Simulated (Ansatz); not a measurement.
# Relaxing W2S3

Theory: Ansatz, DFT PBE, scalar-relativistic, plane waves, PAW. Cutoff 420 eV, Γ-centred k mesh, Gaussian smearing, no spin polarisation in the final step.

The start puts W2S3 on the tetradymite structure type (R-3m, No. 166), with W in place of Bi, S in place of Te, at a guessed volume.

```xyz
5
Lattice="1.8182 1.0497 8.4281 -1.8182 1.0497 8.4281 0.0000 -2.0994 8.4281" Properties=species:S:1:pos:R:3 pbc="T T T"
W     0.0000    0.0000   10.1138
W     0.0000    0.0000   15.1707
S     0.0000    0.0000    0.0000
S     0.0000    0.0000    5.2971
S     0.0000    0.0000   19.9874
```

Cell and atoms relax at zero pressure; the relaxation can't lower the symmetry of the start. After a coarse first stage the cell is made exact in the group found at 0.06 Å.

Formation energies are uncorrected and refer to the elements' standard structures at the same level.

(1) Which crystal results?

(2) What are its volume, energy, density and gap?

## Answers

(1) It keeps R-3m (No. 166), but not the shape of the type it started on. Conventional cell: a = 3.075 Å, c = 34.775 Å. Around W lie 3 S at 2.39 Å, 3 S at 2.61 Å and 6 W at 3.07 Å; S on Wyckoff site a (1 atom of the primitive cell) has 6 W at 2.61 Å and 6 S at 3.07 Å; S on Wyckoff site c (2 atoms of the primitive cell) has 3 W at 2.39 Å.

```xyz
5
Lattice="1.5373 0.8876 11.5918 -1.5373 0.8876 11.5918 0.0000 -1.7751 11.5918" Properties=species:S:1:pos:R:3 pbc="T T T"
W     0.0000    0.0000   13.5079
W     0.0000    0.0000   21.2675
S     0.0000    0.0000    0.0000
S     0.0000    0.0000    8.0739
S     0.0000    0.0000   26.7015
```

(2) The volume per atom is 19.0 Å³, the density is 8.1 g/cm³ and the energy over the elements is -0.32 eV/atom. The gap on the 12×12×12 mesh is 0 eV (a metal).

The final run used a 12×12×12 mesh on its 5-atom cell and 0.10 eV smearing. The k mesh leaves about 4 meV/atom of noise in metals. Weakly bound directions are ill-defined at this level, which has no dispersion term. Spin–orbit coupling is left out. A structure relaxed within its symmetry needn't be a true minimum.

Cost: 3 runs of about 12 core-minutes in all, on Arm Neoverse N1 (shared hosts).